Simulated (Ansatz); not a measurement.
## Straining RbBr

Computed with DFT r2SCAN, scalar-relativistic, plane waves, PAW in Ansatz 0.2.0. Run with 500 eV cutoff, 6×6×6 k-mesh, Gaussian smearing of 0.02 eV, no spin polarisation.

Reference structure (relaxed):

```xyz
2
Lattice="4.1261 0.0000 0.0000 0.0000 4.1261 0.0000 0.0000 0.0000 4.1261" Properties=species:S:1:pos:R:3 pbc="T T T"
Rb    0.0000    0.0000    0.0000
Br    2.0630    2.0630    2.0630
```

Deformation: uniaxial strain along c, with the lengths of a and b and the atoms relaxed and the angles held, all within the symmetry that the strain leaves. Energies are extrapolated to zero smearing. Stress is positive in compression, on the Cartesian axes of the cell above. Gaps are generalised Kohn–Sham gaps over the whole zone.

Strains computed: -4.5, -3.0, -1.5, +1.5, +3.0, +4.5 %.

Q: At which strain does the energy stand 0.9 meV/atom over the relaxed crystal with σxx = 0.00, σyy = 0.00, σzz = 0.56 GPa?

A: -1.5 %. The gap there is 4.80 eV against 4.83 unstrained.

This CsCl-type form isn't the usual stable structure of the compound.